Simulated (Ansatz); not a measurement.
Cu Kα1 powder pattern (kinematic, no thermal factors).
```json
{"2θ (°)": "13.90", "relative intensity": "24"}
{"2θ (°)": "28.01", "relative intensity": "39"}
{"2θ (°)": "38.30", "relative intensity": "100"}
{"2θ (°)": "40.93", "relative intensity": "12"}
{"2θ (°)": "42.56", "relative intensity": "17"}
{"2θ (°)": "48.11", "relative intensity": "57"}
{"2θ (°)": "58.58", "relative intensity": "40"}
{"2θ (°)": "69.24", "relative intensity": "18"}
{"2θ (°)": "71.02", "relative intensity": "3"}
{"2θ (°)": "71.55", "relative intensity": "3"}
{"2θ (°)": "74.45", "relative intensity": "4"}
{"2θ (°)": "76.27", "relative intensity": "16"}
{"2θ (°)": "81.99", "relative intensity": "12"}
{"2θ (°)": "83.69", "relative intensity": "2"}
{"2θ (°)": "84.78", "relative intensity": "15"}
{"2θ (°)": "86.97", "relative intensity": "18"}
{"2θ (°)": "88.73", "relative intensity": "11"}
```

The pattern is computed from a structure relaxed with DFT PBE, scalar-relativistic, plane waves, PAW in Ansatz. No spin polarisation. Its elements are Ir, O.

Task: Give the structure.

Result: Ir2O.
Space group P6/mmm (No. 191). a = 2.712 Å, b = 2.712 Å, c = 6.367 Å, α = 90.00°, β = 90.00°, γ = 120.00°
| atom | site | symmetry | x | y | z |
| --- | --- | --- | --- | --- | --- |
| Ir | 2e | 6mm | 0.0000 | 0.0000 | 0.8010 |
| O | 1b | 6/mmm | 0.0000 | 0.0000 | 0.5000 |

A pattern alone doesn't exclude other cells with like lines; this is the one computed.

It was reached by relaxing an invented guess, and it needn't be the stable form of this composition.
